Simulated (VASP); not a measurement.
Runs of VASP 6.6.1 on BaTiO3. Symmetry: P4mm, No. 99, tetragonal system. Conventional cell: a = 4.000 Å, b = 4.000 Å, c = 4.018 Å, α = 90.00°, β = 90.00°, γ = 90.00°. Ba (site symmetry 4mm) has 12 O at 2.79 to 2.88 Å as nearest neighbours. Ti (site symmetry 4mm) has 6 O at 1.89 to 2.13 Å as nearest neighbours. O (site symmetry 4mm) has 2 Ti at 1.89 to 2.13 Å as nearest neighbours. O (site symmetry 2mm) is surrounded by 2 Ti at 2.00 Å. 

| level | potentials or basis | gap on the mesh (eV) | pressure (GPa) | relaxed volume (Å³/atom) | largest force (eV/Å) |
| --- | --- | --- | --- | --- | --- |
| LDA | VASP PAW LDA potentials, release 64 (Ba_sv, Ti_sv, O) | (b) | 0.0 | (a) | 0.01 |
| PBEsol | VASP PAW PBE potentials, release 64 (Ba_sv, Ti_sv, O) | 1.76 | 0.0 | 12.79 | 0.01 |
| PBE | VASP PAW PBE potentials, release 64 (Ba_sv, Ti_sv, O) | 1.77 | 0.0 | 13.49 | 0.01 |
| PBE+D3(BJ) | VASP PAW PBE potentials, release 64 (Ba_sv, Ti_sv, O) | 1.79 | 0.0 | (c) | - |
| AM05 | VASP PAW PBE potentials, release 64 (Ba_sv, Ti_sv, O) | 1.77 | 0.1 | 12.91 | 0.01 |
| RPBE | VASP PAW PBE potentials, release 64 (Ba_sv, Ti_sv, O) | 1.79 | 0.0 | 14.25 | 0.01 |
| r2SCAN | VASP PAW PBE potentials, release 64 (Ba_sv, Ti_sv, O) | 2.18 | 0.0 | 13.08 | - |

Alike in all rows: task relaxation of cell and atoms; no spin polarisation; cell relaxed; k mesh 8 × 8 × 8; cutoff (eV) 600; smearing gaussian 0.03 eV.

Question: Fill in the values left out.

Answer: (a) 12.39; (b) 1.75; (c) 13.06.

Caveats: spin-orbit coupling is left out, which moves the levels of the heavy elements; the PAW data sets were made with another functional, which shifts forces and pressure a little (some runs); the volume moved by +11 % from the deposited cell, more than functionals usually miss (some runs).

A k mesh can miss the band edges, and the runs leave out spin-orbit coupling on Ba.

Not every run made on this cell is shown here.
